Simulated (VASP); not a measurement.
# BP (F-43m) in VASP: single point with PBE0

Aim: the single point of BP with PBE0.

All numbers are computed with VASP 6.6.1; they aren't measurements. Logs are shortened: lines on timing, memory, paths and dates and some standing lists are left out, and cuts for length are marked.

## 1. The structure

It takes space group F-43m (No. 216, cubic). Conventional cell: a = 4.521 Å, b = 4.521 Å, c = 4.521 Å, α = 90.00°, β = 90.00°, γ = 90.00°. Around B (site symmetry -43m) lie 4 P at 1.96 Å. P (site symmetry -43m) is surrounded by 4 B at 1.96 Å.

The cell is a database's computed one.

## 2. Single point, PBE0

POSCAR

```
BP
1.0
    0.0000000000      2.2605400000      2.2605400000
    2.2605400000      0.0000000000      2.2605400000
    2.2605400000      2.2605400000      0.0000000000
B P
1 1
Direct
    0.0000000000      0.0000000000      0.0000000000
    0.7500000000      0.7500000000      0.7500000000
```

INCAR.step1

```
ALGO = Normal
EDIFF = 1E-5
ENCUT = 520
GGA = PE
ISIF = 2
ISMEAR = 0
LASPH = T
LCHARG = F
LREAL = F
LWAVE = T
NBANDS = 11
NELM = 100
PREC = Accurate
SIGMA = 0.02
```

INCAR.step2

```
AEXX = 0.25
ALGO = Normal
EDIFF = 1E-6
ENCUT = 520
GGA = PE
HFRCUT = -1
ISIF = 2
ISMEAR = 0
ISTART = 1
LASPH = T
LCHARG = F
LHFCALC = T
LREAL = F
LWAVE = F
NBANDS = 11
NELM = 100
PREC = Accurate
PRECFOCK = Fast
SIGMA = 0.02
```

KPOINTS

```
k-points
0
Gamma
  6 6 6
```

Potentials or basis: VASP PAW PBE potentials, release 64 (B, P).

Launch:

```bash
$ cat potpaw_PBE.64/B/POTCAR potpaw_PBE.64/P/POTCAR > POTCAR
$ cp INCAR.step1 INCAR
$ mpirun -np 1 vasp_std > vasp.out
$ cp INCAR.step2 INCAR
$ mpirun -np 1 vasp_std > vasp.out
```

OUTCAR:

```text
AEXX = 0.25
   EDIFF = 1E-6
   ENCUT = 520
   GGA = PE
   ISIF = 2
   ISMEAR = 0
   ISTART = 1
   LASPH = T
   LHFCALC = T
   LREAL = F
   NELM = 100
   PREC = Accurate
   PRECFOCK = Fast

 ion  position               nearest neighbor table
   1  0.000  0.000  0.000-   2 1.96   2 1.96   2 1.96   2 1.96
   2  0.750  0.750  0.750-   1 1.96   1 1.96   1 1.96   1 1.96

  LATTYP: Found a face centered cubic cell.
 ALAT       =     4.5210800000

  Lattice vectors:

 A1 = (   0.0000000000,   2.2605400000,   2.2605400000)
 A2 = (   2.2605400000,   0.0000000000,   2.2605400000)
 A3 = (   2.2605400000,   2.2605400000,   0.0000000000)

Analysis of symmetry for initial positions (statically):
=====================================================================
 Subroutine PRICEL returns:
 Original cell was already a primitive cell.

 Routine SETGRP: Setting up the symmetry group for a
 face centered cubic supercell.

 Subroutine GETGRP returns: Found 24 space group operations
 (whereof 24 operations were pure point group operations)
 out of a pool of 48 trial point group operations.

The static configuration has the point symmetry T_d .

Analysis of symmetry for dynamics (positions and initial velocities):
=====================================================================
 Subroutine PRICEL returns:
 Original cell was already a primitive cell.

 Routine SETGRP: Setting up the symmetry group for a
 face centered cubic supercell.

 Subroutine GETGRP returns: Found 24 space group operations
 (whereof 24 operations were pure point group operations)
 out of a pool of 48 trial point group operations.

The dynamic configuration has the point symmetry T_d .

 Subroutine INISYM returns: Found 24 space group operations
 (whereof 24 operations are pure point group operations),
 and found     1 'primitive' translations

----------------------------------------------------------------------------------------

                                     Primitive cell

  volume of cell :      23.1029

  direct lattice vectors                    reciprocal lattice vectors
     0.000000000  2.260540000  2.260540000    -0.221186088  0.221186088  0.221186088
     2.260540000  0.000000000  2.260540000     0.221186088 -0.221186088  0.221186088
     2.260540000  2.260540000  0.000000000     0.221186088  0.221186088 -0.221186088

  length of vectors
     3.196886326  3.196886326  3.196886326     0.383105543  0.383105543  0.383105543

  position of ions in fractional coordinates (direct lattice)
     0.000000000  0.000000000  0.000000000
     0.750000000  0.750000000  0.750000000

  ion indices of the primitive-cell ions
   primitive index   ion index
                 1           1
                 2           2

----------------------------------------------------------------------------------------

 KPOINTS: k-points

Automatic generation of k-mesh.
 Grid dimensions read from file:
 generate k-points for:    6    6    6

 Generating k-lattice:

  Cartesian coordinates                     Fractional coordinates (reciprocal lattice)
    -0.036864348  0.036864348  0.036864348     0.166666667  0.000000000  0.000000000
     0.036864348 -0.036864348  0.036864348     0.000000000  0.166666667  0.000000000
     0.036864348  0.036864348 -0.036864348     0.000000000  0.000000000  0.166666667

  Length of vectors
     0.063850924  0.063850924  0.063850924

  Shift w.r.t. Gamma in fractional coordinates (k-lattice)
     0.000000000  0.000000000  0.000000000

 Subroutine IBZKPT returns following result:
 ===========================================

 Found     16 irreducible k-points:

 Following reciprocal coordinates:
            Coordinates               Weight
  0.000000  0.000000  0.000000      1.000000
  0.166667  0.000000  0.000000      8.000000
  0.333333  0.000000  0.000000      8.000000
  0.500000  0.000000  0.000000      4.000000
  0.166667  0.166667  0.000000      6.000000
  0.333333  0.166667  0.000000     24.000000
[... 8 lines left out ...]
 -0.333333  0.333333  0.166667     24.000000
 -0.333333  0.500000  0.166667     12.000000
   k-points           NKPTS =     16   k-points in BZ     NKDIM =    216   number of bands    NBANDS=     11
   number of dos      NEDOS =    301   number of ions     NIONS =      2
   total plane-waves  NPLWV =  13824
   dimension x,y,z NGX =    24 NGY =   24 NGZ =   24
   dimension x,y,z NGXF=    48 NGYF=   48 NGZF=   48
   ions per type =               1   1
   NGX,Y,Z   is equivalent  to a cutoff of  12.48, 12.48, 12.48 a.u.
   NGXF,Y,Z  is equivalent  to a cutoff of  24.96, 24.96, 24.96 a.u.
 SYSTEM =  unknown system
   PREC   = accura    normal or accurate (medium, high low for compatibility)
   ISTART =      1    job   : 0-new  1-cont  2-samecut
   ICHARG =      0    charge: 1-file 2-atom 10-const
   ISPIN  =      1    spin polarized calculation?
   LNONCOLLINEAR =      F non collinear calculations
   LSORBIT =      F    spin-orbit coupling
   LASPH  =      T    aspherical Exc in radial PAW
   ENCUT  =  520.0 eV  38.22 Ry    6.18 a.u.   5.94  5.94  5.94*2*pi/ulx,y,z
   NELM   =    100;   NELMIN=  2; NELMDL=  0     # of ELM steps
   EDIFF  = 0.1E-05   stopping-criterion for ELM
   LREAL  =      F    real-space projection
   EDIFFG = 0.1E-04   stopping-criterion for IOM
   NSW    =      0    number of steps for IOM
   IBRION =     -1    ionic relax: 0-MD 1-quasi-New 2-CG
   NFREE  =      0    steps in history (QN), initial steepest desc. (CG)
   ISIF   =      2    stress and relaxation
   ISYM   =      3    0-nonsym 1-usesym 2-fastsym
   POTIM  = 0.5000    time-step for ionic-motion
   TEBEG  =    0.0;   TEEND  =   0.0 temperature during run
   PSTRESS=    0.0 pullay stress
   NELECT =       8.0000    total number of electrons
   NUPDOWN=      -1.0000    fix difference up-down
   EMIN   =  10.00;   EMAX   =-10.00  energy-range for DOS
   EFERMI =   0.00;   METHOD = LEGACY
   ISMEAR =     0;   SIGMA  =   0.02  broadening in eV -4-tet -1-fermi 0-gaus
   EFERMI_NEDOS =   21; number of points for ismear=-14 and -15
   IALGO  =     38    algorithm
   IMIX   =      1    mixing-type and parameters
     AMIX     =   0.40;   BMIX     =  1.00
     AMIX_MAG =   1.60;   BMIX_MAG =  1.00
  volume/ion in A,a.u.               =      11.55        77.95
  Fermi-wavevector in a.u.,A,eV,Ry     =   1.149607  2.172442 17.981400  1.321596
  Thomas-Fermi vector in A             =   2.286275
   LORBIT       =      0    0 simple, 1 ext, 2 COOP (PROOUT), +10 PAW based schemes
   GGA     = PE    functional components
   LHFCALC =     T    Hartree Fock is set to
   PRECFOCK=fast      Normal, Fast or Accurate (Low or Medium for compatibility)
   ENCUT4O =  -1.0   cutoff for four orbital integrals eV
   NKREDX  =     1    reduce k-point grid by
   NKREDY  =     1    reduce k-point grid by
   NKREDZ  =     1    reduce k-point grid by
   AEXX    =    0.2500 exact exchange contribution
   HFSCREEN=    0.0000 screening length (either q_TF or 0.3 A-1)
   HFSCREENC=   0.0000 screening length for correlation (either q_TF or 0.3 A-1)
   ENCUTFOCK=  -1.0 apply spherical cutoff to Coloumb kernel
   IVDW    =     0    specifies the selected vdW correction
   LEPSILON=     F    determine dielectric tensor
   LRPA    =     F    only Hartree local field effects (RPA)
 non-spin polarized calculation
 Gauss-broadening in eV      SIGMA  =   0.02
  energy-cutoff  :      520.00
  volume of cell :       23.10
 maximum number of plane-waves:       636
  NGX = 14; NGY = 14; NGZ = 14

 number of electron       8.0000001 magnetization

 Free energy of the ion-electron system (eV)
  ---------------------------------------------------
  ext. energy  EPLUGINS =         0.00000000
  ---------------------------------------------------
  free energy    TOTEN  =       -15.76062839 eV

  energy without entropy =      -15.76062839  energy(sigma->0) =      -15.76062839

 E-fermi :   6.9937     XC(G=0):  -8.6425

 val. band max:        6.7939884819   @ k =   0.0000   0.0000   0.0000
 cond. band min:       9.5377041098   @ k =   0.5000   0.5000   0.0000
 fundamental gap:      2.7437156279
 Fermi energy:         6.9937006798

 k-point     1 :       0.0000    0.0000    0.0000
  band No.  band energies     occupation
      1     -10.4973      2.00000
      2       6.7940      2.00000
      3       6.7940      2.00000
      4       6.7940      2.00000
      5      11.8337      0.00000
      6      11.8337      0.00000
      7      11.8337      0.00000
      8      16.3919      0.00000
      9      20.2120      0.00000
     10      21.0157      0.00000
     11      21.0157      0.00000

 k-point     2 :       0.1667    0.0000    0.0000
  band No.  band energies     occupation
      1      -9.9449      2.00000
      2       3.6505      2.00000
      3       6.0636      2.00000
      4       6.0636      2.00000
      5      12.5196      0.00000
      6      12.8324      0.00000
      7      12.8324      0.00000
      8      17.7079      0.00000
      9      19.7159      0.00000
     10      19.7159      0.00000
     11      21.5675      0.00000

 k-point     3 :       0.3333    0.0000    0.0000
  band No.  band energies     occupation
      1      -8.3701      2.00000
      2      -0.7732      2.00000
      3       5.1499      2.00000
      4       5.1499      2.00000
      5      12.4315      0.00000
      6      13.4193      0.00000
      7      13.4193      0.00000
      8      19.0394      0.00000
      9      20.8065      0.00000
     10      20.8065      0.00000
     11      22.3955      0.00000
[... 155 lines left out ...]
 k-point    15 :      -0.3333    0.3333    0.1667
  band No.  band energies     occupation
      1      -5.5239      2.00000
      2      -2.3678      2.00000
      3       0.6376      2.00000
      4       2.3687      2.00000
      5      12.9713      0.00000
      6      14.3307      0.00000
      7      17.5429      0.00000
      8      18.1210      0.00000
      9      19.4944      0.00000
     10      24.0996      0.00000
     11      26.9597      0.00000

 k-point    16 :      -0.3333    0.5000    0.1667
  band No.  band energies     occupation
      1      -4.8101      2.00000
      2      -2.5287      2.00000
      3       0.8819      2.00000
      4       1.0180      2.00000
      5      12.2498      0.00000
      6      12.9151      0.00000
      7      18.1318      0.00000
      8      18.8003      0.00000
      9      22.1961      0.00000
     10      25.5344      0.00000
     11      25.8705      0.00000

------------------------ aborting loop because EDIFF is reached ----------------------------------------

  FORCE on cell =-STRESS in cart. coord.  units (eV):
  Direction    XX          YY          ZZ          XY          YZ          ZX
  --------------------------------------------------------------------------------------
  -------------------------------------------------------------------------------------
  Total       -0.0368015     -0.0368015     -0.0368015     -0.0000000     -0.0000000      0.0000000
  in kB       -2.5521720     -2.5521720     -2.5521720     -0.0000000     -0.0000000      0.0000000
  external PRESSURE =      -2.5521720 kB  Pullay stress =       0.0000000 kB

 VOLUME and BASIS-vectors are now :
 -----------------------------------------------------------------------------
  energy-cutoff  :      520.00
  volume of cell :       23.10
      direct lattice vectors                 reciprocal lattice vectors
     0.000000000  2.260540000  2.260540000    -0.221186088  0.221186088  0.221186088
     2.260540000  0.000000000  2.260540000     0.221186088 -0.221186088  0.221186088
     2.260540000  2.260540000  0.000000000     0.221186088  0.221186088 -0.221186088

 POSITION                                       TOTAL-FORCE (eV/Angst)
 -----------------------------------------------------------------------------------
      0.00000      0.00000      0.00000         0.000000      0.000000      0.000000
      3.39081      3.39081      3.39081        -0.000000     -0.000000     -0.000000
 -----------------------------------------------------------------------------------
    total drift:                                0.000000     -0.000000     -0.000000

  FREE ENERGIE OF THE ION-ELECTRON SYSTEM (eV)
  ---------------------------------------------------
  free  energy   TOTEN  =       -15.7606283852 eV

  energy  without entropy=      -15.7606283852  energy(sigma->0) =      -15.76062839
```

Wall time 71 s (1 thread of Intel Xeon Platinum 8488C (Sapphire Rapids), shared host); peak memory 0.14 GiB.

Results:

```
Free energy            : -15.7606 eV
Pressure               : -0.3 GPa
Band gap on the k mesh : 2.74 eV, indirect (least direct gap 5.04 eV)
```

Caveat: the PAW data sets were made with another functional, which shifts forces and pressure a little.
